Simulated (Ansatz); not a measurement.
Al:

```
Al
1.0
    -1.59122    1.59122    1.59122
     1.59122   -1.59122    1.59122
     1.59122    1.59122   -1.59122
Al
1
Direct
  0.00000 0.00000 0.00000
```

This isn't the form of Al at room conditions, which is fcc.

```yaml
Program: Ansatz 0.2.0
Task: relaxation of cell and atoms
Functional: PBE0
Potentials_or_basis: Ansatz PAW
Cutoff: "420 eV (not typed: the program's choice for these potentials)"
k_mesh: 6 × 6 × 6
Occupations: fermi-dirac, width 0.05 eV
Spin: no spin polarisation
```

At the start: volume 16.12 Å³/atom.

Q: How do energy, volume and symmetry change on relaxing?

A: It ends after 4 steps and the volume is 16.74 Å³/atom (+3.9 %); space group Im-3m (No. 229, to 0.05 Å).

Step by step:
```
step  energy change (eV)  largest force (eV/Å)  volume (Å³)
   1              0.0000                0.0000        16.12
   2             -0.0058                0.0000        16.78
   3             -0.0059                0.0000        16.74
   4             -0.0061                0.0000        16.74
```

Final structure:
```yaml
crystal:
  lattice:
    - [-1.61147, 1.61147, 1.61147]
    - [1.61147, -1.61147, 1.61147]
    - [1.61147, 1.61147, -1.61147]
  atoms:
    - { symbol: Al, position: [0.00000, 0.00000, 0.00000] }
```

Caveat: the k mesh is coarse (spacing up to 0.47 Å⁻¹), so the values aren't converged, least of all with exact exchange; the plane-wave basis is chosen anew once the cell has moved, so the energies of steps on either side of that aren't comparable; the PAW data sets come from PBE, with cores solved anew for the run's functional, which leaves a small shift of forces and pressure.
